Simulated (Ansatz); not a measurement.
# Cs: which structure wins at one pressure

Aim: bring Cs in several structures (fcc, bcc, hcp, beta tin, hP4, omega) to one pressure and rank them by enthalpy. The pressure is set by scaling the first phase. The runs shown use PAW.

Computed with Ansatz 0.2.0 (DFT, PBE, PAW with Ansatz's default frozen-core files, scalar-relativistic, unless a step's input says otherwise).

## (1) The structure to begin with

The structure is cubic, space group Fm-3m (No. 225). The conventional cell has a = 7.754 Å, b = 7.754 Å, c = 7.754 Å, α = 90.00°, β = 90.00°, γ = 90.00°.

As a file:

```cif
data_structure
_symmetry_space_group_name_H-M 'Fm-3m'
_symmetry_Int_Tables_number 225
_cell_length_a 7.7539
_cell_length_b 7.7539
_cell_length_c 7.7539
_cell_angle_alpha 90.000
_cell_angle_beta 90.000
_cell_angle_gamma 90.000
_cell_volume 466.20
loop_
_atom_site_label
_atom_site_type_symbol
_atom_site_symmetry_multiplicity
_atom_site_Wyckoff_symbol
_atom_site_fract_x
_atom_site_fract_y
_atom_site_fract_z
_atom_site_occupancy
Cs1 Cs 4 a 0.00000 0.00000 0.00000 1
```

The file gives the conventional cell by its symmetry; the runs use the cell typed in the input.

## (2) Cell relaxed at zero pressure, PAW

input.yaml reads:

```yaml
crystal:
  lattice:
    - [0.0, 3.8769736737, 3.8769736737]
    - [3.8769736737, 0.0, 3.8769736737]
    - [3.8769736737, 3.8769736737, 0.0]
  atoms:
    - { symbol: Cs, position: [0.0, 0.0, 0.0] }
kpoints:
  mp_grid: { grid: [9, 9, 9] }
scf:
  occupations: { method: fermi_dirac, width: 0.08 }
hamiltonian:
  xc: pbe
  pseudopotentials: { kind: paw }
output:
  forces: true
  stress: true
relax:
  f_tol: 0.005
  max_steps: 40
  cell: {}
```

Command:

```sh
$ ansatz run input.yaml --threads 1 --pin off --max-ram 3584MiB --backend cpu --events-out ev --progress --plain --runs-dir out
```

Further steps of the session: Volume scaled by 0.512, to set the pressure, PAW; Fcc relaxed under pressure, PAW; Bcc relaxed under pressure, PAW; Hcp relaxed under pressure, PAW; Beta tin relaxed under pressure, PAW; HP4 relaxed under pressure, PAW; Omega relaxed under pressure, PAW.

**Question.** What will these runs give? Wanted: pressure; lowest.

**Answer**, as computed:

| quantity | value |
| --- | --- |
| pressure | 3.3 GPa |
| lowest (PAW) | fcc, 3.3 meV/atom under hP4 |

What this shows: By PAW the order is fcc < hP4 ≈ hcp < bcc < omega < beta tin. Only these structures were tried, with electrons smeared by 0.08 eV and without vibrations, so the true ground state may be another. The k meshes differ between phases and weren't tested, which can move differences by some meV. Spin-orbit coupling is left out, though the cell holds Cs; in elements this heavy it can shift bands and gaps by tenths of an eV.
